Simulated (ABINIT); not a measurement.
Set up this calculation in ABINIT 10.8.3 (patched build), as the native input.

```
Task                : single point
Functional          : BLYP
Potentials or basis : JTH PAW PBE v2.0
Cutoff              : 762 eV
k mesh              : 10 × 10 × 10
Occupations         : fermi-dirac, width 0.05 eV
Spin                : no spin polarisation
Fine-grid cutoff    : 1360.57 eV
```

CdO (Monteponite):

```xyz
2
Lattice="0.0000 2.3495 2.3495 2.3495 0.0000 2.3495 2.3495 2.3495 0.0000" Properties=species:S:1:pos:R:3 pbc="T T T"
Cd    0.0000    0.0000    0.0000
O     2.3495    2.3495    2.3495
```

The input as run:

run.abi

```
# Pseudopotentials
pp_dirpath "./"
pseudos "Cd.GGA_PBE-JTH.xml, O.GGA_PBE-JTH.xml"

# Structure
acell 3*1.0 Angstrom
rprim
     0.0000000000     2.3495000000     2.3495000000
     2.3495000000     0.0000000000     2.3495000000
     2.3495000000     2.3495000000     0.0000000000
ntypat 2
znucl 48 8
natom 2
typat 1 2
xred
     0.0000000000     0.0000000000     0.0000000000
     0.5000000000     0.5000000000     0.5000000000

# Plane-wave basis
ecut 28.0
pawecutdg 50.0
pawxcdev 0

# k points
kptopt 1
ngkpt 10 10 10
nshiftk 1
shiftk 0.0 0.0 0.0

# Exchange and correlation
ixc -106131

# Bands and occupations
nband 13
occopt 3
tsmear 0.05 eV

# SCF cycle
nstep 100
tolvrs 1.0e-9

# Output
iomode 3
prtwf 0
prtden 0
prteig 0
prtebands 0
enunit 1
```

Potentials or basis: JTH PAW PBE v2.0.

Launch:

```bash
$ abinit run.abi > log 2>&1
```

It gave:

The pressure is 11.1 GPa, the band gap on the k mesh is none (metal or under the smearing width) and the valence electrons inside the program's atomic spheres are Cd 10.43; O 4.50.

Caveat: the PAW data sets were made with another functional, which shifts forces and pressure a little.

It took 24 s on 1 thread of Arm Neoverse V1, with other jobs on the host, peak memory 0.13 GiB.
